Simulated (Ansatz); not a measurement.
Crystal: InPd.

```
In Pd
1.0
     3.27188    0.00000    0.00000
     0.00000    3.27188    0.00000
     0.00000    0.00000    3.27188
In Pd
1 1
Cartesian
  0.0000 0.0000 0.0000
  1.6359 1.6359 1.6359
```

The cell comes from a database or a generator and needn't be the stable form of this composition.

| Property | Result |
| --- | --- |
| Program | Ansatz 0.2.0 |
| Task | relaxation of cell and atoms |
| Functional | BLYP |
| Potentials or basis | Ansatz PAW |
| Cutoff | 420 eV (not typed: the program's choice for these potentials) |
| k mesh | 8 × 8 × 8 |
| Occupations | fermi-dirac, width 0.05 eV |
| Spin | no spin polarisation |

At the start: volume 17.51 Å³/atom.

How do energy, volume and symmetry change on relaxing?

It ends after 5 steps and the volume is 19.50 Å³/atom (+11.4 %); space group Pm-3m (No. 221, to 0.05 Å).

The path:
```
step  energy change (eV)  largest force (eV/Å)  volume (Å³)
   1              0.0000                0.0000        35.03
   2             -0.1135                0.0000        40.40
   3             -0.1254                0.0000        39.25
   4             -0.1258                0.0000        39.01
   5             -0.1269                0.0000        39.01
```

Final structure:
```xyz
2
Lattice="3.3915 0.0000 0.0000 0.0000 3.3915 0.0000 0.0000 0.0000 3.3915" Properties=species:S:1:pos:R:3 pbc="T T T"
In    0.0000    0.0000    0.0000
Pd    1.6957    1.6957    1.6957
```

Caveat: the plane-wave basis is chosen anew once the cell has moved, so the energies of steps on either side of that aren't comparable; the PAW data sets come from PBE, with cores solved anew for the run's functional, which leaves a small shift of forces and pressure.
